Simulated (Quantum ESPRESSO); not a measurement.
Pt, 1 atom in the cell. The structure is cubic, space group Fm-3m (No. 225). The conventional cell has a = 3.922 Å, b = 3.922 Å, c = 3.922 Å, α = 90.00°, β = 90.00°, γ = 90.00°. Around Pt (site symmetry m-3m) lie 12 Pt at 2.77 Å. 

```yaml
Program: Quantum ESPRESSO 7.5
Task: phonons
Functional: LDA
Potentials_or_basis: GBRV 1.5 LDA
Cutoff: 612 eV
Density_cutoff: 4898 eV
k_mesh: 12 × 12 × 12
Occupations: cold, width 0.2 eV
Spin: no spin polarisation
Target_pressure: 10 GPa
Form_of_the_LDA_correlation: PZ81
Mixing_beta: 0.5
Most_SCF_iterations: 120
SCF_threshold: 2e-10 Ry
```

Potentials or basis: GBRV 1.5 LDA.

Command:

```console
$ OMP_NUM_THREADS=1 mpirun -n 4 pw.x -nk 4 -in pw.in > pw.out
$ OMP_NUM_THREADS=1 mpirun -n 4 pw.x -nk 4 -in relax.in > relax.out
$ OMP_NUM_THREADS=1 mpirun -n 4 pw.x -nk 4 -in scf2.in > scf2.out
$ OMP_NUM_THREADS=1 mpirun -n 4 ph.x -nk 4 -in ph.in > ph.out
```

Hardware: 4 MPI ranks on Intel(R) Xeon(R) 6975P-C (Granite Rapids), with other jobs on the host.

**Question.** How long does it take, and how much memory?

**Answer.** Wall time 99 s on 4 MPI ranks on Intel(R) Xeon(R) 6975P-C (Granite Rapids), on a shared host, peak memory 0.32 GiB a rank. Counts: scf iterations 50, k pools 4, bands 14, ion steps 5, k points 72, g dense 11791.
